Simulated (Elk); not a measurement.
# Input and output of a self-consistent single point for CaF2 (Fm-3m, 3 atoms in the cell) (Elk)

Method: PBE, all-electron FP-LAPW, Elk's shipped species files, APW+lo basis with extra local orbitals (Elk).

Input as run:

```
tasks
  0

xctype
  20

tforce
  .true.

rgkmax
  8.0

gmaxvr
  18.0

lmaxapw
  10

lmaxo
  8

nxlo
  2

lorbcnd
  .true.

lradstp
  2

nrmtscf
  2.0

rmtscf
  0.96

lmaxi
  4

stype
  0

swidth
  0.0001

maxscl
  100

scale
  1.889726125

avec
    0.0000000000    2.7662990000    2.7662990000
    2.7662990000    0.0000000000    2.7662990000
    2.7662990000    2.7662990000    0.0000000000

atoms
  2
  'Ca.in'
  1
  0.0000000000  0.0000000000  0.0000000000    0.0 0.0 0.0
  'F.in'
  2
  0.7500000000  0.7500000000  0.7500000000    0.0 0.0 0.0
  0.2500000000  0.2500000000  0.2500000000    0.0 0.0 0.0

ngridk
  7 7 7
```

Log, with long lists cut:

```
│ Elk code version 10.2.4 │

All units are atomic (Hartree, Bohr, etc.)

│ Ground-state run starting from atomic densities │

Lattice vectors :
   0.000000000       5.227547490       5.227547490
   5.227547490       0.000000000       5.227547490
   5.227547490       5.227547490       0.000000000

Unit cell volume      :    285.7090231
Brillouin zone volume :   0.8681917383

Muffin-tin inner radius fraction :   0.1000000000E-01

Nuclei treated as point charges

Species :    1 (Ca)
 parameters loaded from : Ca.in
 name : calcium
 nuclear charge    :   -20.00000000
 electronic charge :    20.00000000
 atomic mass :    73057.72469
 muffin-tin radius :    2.304000000
 number of radial points in muffin-tin :    999
 atomic positions (lattice), magnetic fields (Cartesian) :
   1 :   0.00000000  0.00000000  0.00000000    0.00000000  0.00000000  0.00000000

Species :    2 (F)
 parameters loaded from : F.in
 name : fluorine
 nuclear charge    :   -9.000000000
 electronic charge :    9.000000000
 atomic mass :    34631.97042
 muffin-tin radius :    1.920000000
 number of radial points in muffin-tin :    599
 atomic positions (lattice), magnetic fields (Cartesian) :
   1 :  -0.25000000 -0.25000000 -0.25000000    0.00000000  0.00000000  0.00000000
   2 :   0.25000000  0.25000000  0.25000000    0.00000000  0.00000000  0.00000000

Total number of atoms per unit cell :    3

Spin treatment :
 spin-unpolarised

Number of Bravais lattice symmetries :   48
Number of crystal symmetries         :   48
Crystal has inversion symmetry
Real symmetric eigensolver will be used

k-point grid :      7     7     7
k-point offset :    0.000000000       0.000000000       0.000000000
k-point set is reduced with full crystal symmetry group
Total number of k-points :       20

Muffin-tin radius times maximum |G+k| :    8.000000000
 using average radius
Maximum |G+k| for APW functions       :    3.906250000
   [... lines left out ...]
 potential will be trimmed for |G| > 2 gkmax
Constant for pseudocharge density :   10
Radial integration step length :    2

G-vector grid sizes :     45    45    45
Number of G-vectors :    27989

Maximum angular momentum used for
 APW functions                      :   10
 outer part of muffin-tin           :    8
 inner part of muffin-tin           :    4

Total nuclear charge    :   -38.00000000
Total core charge       :    14.00000000
Total valence charge    :    24.00000000
Total excess charge     :    0.000000000
Total electronic charge :    38.00000000

Effective Wigner radius, rₛ :    1.215301172

Number of empty states         :   12
Total number of valence states :   24
Total number of core states    :   14

Conduction state local-orbitals added automatically
Total number of local-orbitals :  303

Exchange-correlation functional :     20     0     0
 Perdew-Burke-Ernzerhof, Phys. Rev. Lett. 77, 3865 (1996)
 gradient requirement :    1
 generalised gradient approximation (GGA)

Smearing type :    0
 Gaussian
Smearing width :   0.1000000000E-03
Effective electronic temperature (K) :    31.57750248

Mixing type :    3
 Broyden mixing, J. Phys. A: Math. Gen. 17, L317 (1984)

Kohn-Sham potential initialised from atomic data
│ Self-consistent loop started │
│ Loop number : 1 │
 total energy                :     -888.630370726
│ Loop number : 2 │
 total energy                :     -888.504152046
RMS change in Kohn-Sham potential (target) :   0.7850462106     (  0.1000000000E-05)
Absolute change in total energy (target)   :   0.1262186799     (  0.1000000000E-03)
│ Loop number : 3 │
 total energy                :     -888.104632556
RMS change in Kohn-Sham potential (target) :   0.7407479617     (  0.1000000000E-05)
Absolute change in total energy (target)   :   0.4310741593     (  0.1000000000E-03)
│ Loop number : 4 │
 total energy                :     -883.593130927
RMS change in Kohn-Sham potential (target) :   0.3176071950     (  0.1000000000E-05)
Absolute change in total energy (target)   :    4.619270169     (  0.1000000000E-03)
│ Loop number : 5 │
 total energy                :     -881.619429323
RMS change in Kohn-Sham potential (target) :   0.9969765881E-01 (  0.1000000000E-05)
Absolute change in total energy (target)   :    3.128519146     (  0.1000000000E-03)
   [... lines left out ...]
Absolute change in total energy (target)   :   0.6456807815E-02 (  0.1000000000E-03)
│ Loop number : 12 │
 total energy                :     -880.483497102
RMS change in Kohn-Sham potential (target) :   0.2321112999E-05 (  0.1000000000E-05)
Absolute change in total energy (target)   :   0.1722210686E-02 (  0.1000000000E-03)
│ Loop number : 13 │
 total energy                :     -880.483396685
RMS change in Kohn-Sham potential (target) :   0.8811095947E-06 (  0.1000000000E-05)
Absolute change in total energy (target)   :   0.5309705930E-03 (  0.1000000000E-03)
│ Loop number : 14 │
 total energy                :     -880.483395102
RMS change in Kohn-Sham potential (target) :   0.5157568835E-06 (  0.1000000000E-05)
Absolute change in total energy (target)   :   0.1343252435E-03 (  0.1000000000E-03)
│ Loop number : 15 │
 total energy                :     -880.483391400
RMS change in Kohn-Sham potential (target) :   0.8697680632E-07 (  0.1000000000E-05)
Absolute change in total energy (target)   :   0.3728290085E-04 (  0.1000000000E-03)
Convergence targets achieved

│ Loop number : 16 │

Energies :
 Fermi                       :     0.482983954000E-02
 sum of eigenvalues          :     -495.744961380
 electron kinetic            :      885.432340159
 core electron kinetic       :      789.878802964
 Coulomb                     :     -1708.80623778
 Coulomb potential           :     -1307.42199617
 nuclear-nuclear             :     -133.495027015
 electron-nuclear            :     -1843.20042536
 Hartree                     :      267.889214599
 Madelung                    :     -1055.09523970
 xc potential                :     -73.7553053741
 exchange                    :     -55.6786326755
 correlation                 :     -1.43086048611
 total energy                :     -880.483390781

Density of states at Fermi energy :   0.8627337400E-05
 (states/Hartree/unit cell)

Estimated indirect band gap :   0.2614730429
 from k-point     16 to k-point      1
Estimated direct band gap   :   0.2695662420
 at k-point      1

Charges :
 core                        :    14.00000000
 valence                     :    24.00000000
 interstitial                :    2.123098114
 muffin-tins (core leakage)
  species :    1 (Ca)
   atom    1                 :    18.02345672     (  0.5010552506E-07)
  species :    2 (F)
   atom    1                 :    8.926722584     (  0.9179501603E-10)
   atom    2                 :    8.926722584     (  0.9179501603E-10)
 total in muffin-tins        :    35.87690189
 total calculated charge     :    38.00009420
 total charge                :    38.00000000
 error                       :   0.9419531742E-04

│ Self-consistent loop stopped │

Forces :
 species :    1 (Ca)
  atom :    1
   Hellmann-Feynman          :     0.00000000   -0.00000000    0.00000000
   IBS                       :    -0.00000000    0.00000000   -0.00000000
   total force               :    -0.00000000    0.00000000    0.00000000
   total magnitude           :     0.00000000
 species :    2 (F)
  atom :    1
   Hellmann-Feynman          :    -0.00000000    0.00000000    0.00000000
   IBS                       :     0.00000000   -0.00000000   -0.00000000
   total force               :     0.00000000   -0.00000000   -0.00000000
   total magnitude           :     0.00000000
  atom :    2
   Hellmann-Feynman          :     0.00000000    0.00000000   -0.00000000
   IBS                       :    -0.00000000   -0.00000000    0.00000000
   total force               :     0.00000000    0.00000000    0.00000000
   total magnitude           :     0.00000000
```

The run converged in 16 iterations. The count includes the last loop, which Elk runs after its targets are met.

The starting cell comes from a database of computed structures (which also holds hypothetical and non-ambient phases and stackings), without a prior relaxation at this level. Its lattice was rescaled by a random factor within 2.5 % of one. Values depend on the basis (sphere radii, cutoffs, local orbitals), which need not be converged.
